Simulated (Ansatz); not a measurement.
## SnO2 under changes of volume

One of the cells (16.255 Å³/atom); the others are scaled copies at fixed shape and fractional positions:

```
Sn O
1.0
     3.23058    0.00000    0.00000
    -1.61529    2.79776    0.00000
     0.00000    0.00000   10.79056
Sn O
2 4
Cartesian
  0.0000 0.0000 0.0000
  0.0000 0.0000 5.3953
  0.0000 1.8652 9.7748
  0.0000 1.8652 6.4111
  1.6153 0.9326 1.0158
  1.6153 0.9326 4.3795
```

Measurements of this composition are mostly on another form, of space group No. 136.

```yaml
Program: Ansatz 0.2.0
Functional: PBE
Potentials_or_basis: Ansatz PAW
Cutoff: "420 eV (not typed: the program's choice for these potentials)"
k_mesh: 9 × 9 × 3
Occupations: fermi-dirac, width 0.05 eV
Spin: no spin polarisation
```

| volume (Å³/atom) | energy over the lowest point (meV/atom) | pressure (GPa) | gap on the mesh (eV) | largest force (eV/Å) |
| --- | --- | --- | --- | --- |
| 15.280 | 23.35 | 8.6 | 2.50 | 0.630 |
| 15.605 | 9.41 | 5.2 | 2.36 | 0.366 |
| 15.930 | 1.86 | 2.3 | 2.23 | 0.125 |
| 16.255 | 0.00 | -0.4 | 2.11 | 0.095 |
| 16.580 | 3.19 | -2.7 | 1.99 | 0.296 |
| 16.905 | ? | ? | ? | ? |
| 17.230 | 22.65 | -6.7 | 1.78 | 0.649 |

Task: What does the run at 16.905 Å³/atom give?

Result: Energy over the lowest point 10.87 meV/atom; pressure -4.8 GPa; gap on the mesh 1.88 eV; largest force 0.481 eV/Å.

Worked out: A Birch-Murnaghan fit of order 3 (a polynomial in V^(-2/3)) to the other rows has its minimum at 16.21 Å³/atom with B0 = V·E''(V) = 127 GPa and B' = 4.7 at fixed shape and positions, which overstates the stiffness. It gives 10.91 meV/atom at 16.905 Å³/atom, against the run's 10.87, and -dE/dV = -4.8 GPa, against -4.8. A straight line through the other rows of the gap, of slope -5.99 eV per unit of ln V, gives 1.88 eV, against the run's 1.88.

Energies are extrapolated to zero smearing.

Caveats: odd divisions of the mesh miss points on the zone boundary, where band edges often lie, so the gap on the mesh can be too wide; spin-orbit coupling is left out, which moves the levels of the heavy elements.

A mesh can miss the band edges.
